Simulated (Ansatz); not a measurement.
Input, command and steps of an Ansatz relaxation.

```yaml
crystal:
  lattice:
    - [-1.7342709249, 1.7344613174, 2.1286308467]
    - [1.7342709249, -1.7344613174, 2.1286308467]
    - [1.7342709249, 1.7344613174, -2.1286308467]
  atoms:
    - { symbol: Sn, position: [0.0, 0.0, 0.0] }
basis:
  ecutwfc: 420
kpoints:
  mp_grid: { grid: [16, 16, 16] }
hamiltonian:
  xc: pbesol
scf:
  occupations: { method: gaussian, width: 0.1 }
output:
  forces: true
  stress: true
  eigenvalues: true
relax:
  adjacent_minimum: "off"
  f_tol: 0.01
  max_steps: 30
  cell: { stress_tol: 0.1, fix: [volume] }
```

```bash
ansatz run input.yaml --threads 1 --pin off --max-ram 2560MiB --backend cpu --events-out ev --progress --plain --runs-dir out
```

Computed with DFT PBEsol, scalar-relativistic, plane waves, PAW in Ansatz.

The volume is held at 0.97 times that of the relaxed cell.

Of 6 frames 5 are shown, positions in Å and forces in eV/Å; the SCF threshold varies from step to step. Steps run on the plane waves of an earlier cell, with a Pulay correction in the pressure. The basis is chosen afresh for the last frame, the zero of the energies, and at times for earlier ones too; energy and pressure step there, also at an unchanged geometry. The mark taken_back stands on steps that the optimiser undid.

```xyz
1
Lattice="-1.7343 1.7345 2.1286 1.7343 -1.7345 2.1286 1.7343 1.7345 -2.1286" Properties=species:S:1:pos:R:3:forces:R:3 pbc="T T T" step=1 free_energy_over_end_meV_per_atom=0.23 pressure_GPa=1.79
Sn    0.0000    0.0000    0.0000    0.0000    0.0000    0.0000
1
Lattice="-1.7357 1.7358 2.1252 1.7357 -1.7358 2.1252 1.7357 1.7358 -2.1252" Properties=species:S:1:pos:R:3:forces:R:3 pbc="T T T" step=2 free_energy_over_end_meV_per_atom=0.18 pressure_GPa=1.78
Sn    0.0000    0.0000    0.0000    0.0000    0.0000    0.0000
1
Lattice="-1.7655 1.7658 2.0539 1.7655 -1.7658 2.0539 1.7655 1.7658 -2.0539" Properties=species:S:1:pos:R:3:forces:R:3 pbc="T T T" step=3 free_energy_over_end_meV_per_atom=1.01 pressure_GPa=1.55 taken_back
Sn    0.0000    0.0000    0.0000    0.0000    0.0000    0.0000
1
Lattice="-1.7470 1.7472 2.0977 1.7470 -1.7472 2.0977 1.7470 1.7472 -2.0977" Properties=species:S:1:pos:R:3:forces:R:3 pbc="T T T" step=4 free_energy_over_end_meV_per_atom=0.01 pressure_GPa=1.71
Sn    0.0000    0.0000    0.0000    0.0000    0.0000    0.0000
1
Lattice="-1.7433 1.7433 2.1068 1.7433 -1.7433 2.1068 1.7433 1.7433 -2.1068" Properties=species:S:1:pos:R:3:forces:R:3 pbc="T T T" step=6 free_energy_over_end_meV_per_atom=0.00 pressure_GPa=1.73
Sn    0.0000    0.0000    0.0000    0.0000    0.0000    0.0000
```

It took 2.6 min on 1 thread of Intel(R) Xeon(R) Processor @ 2.50GHz (Skylake/Cascade Lake) (shared host), peak memory 0.51 GiB.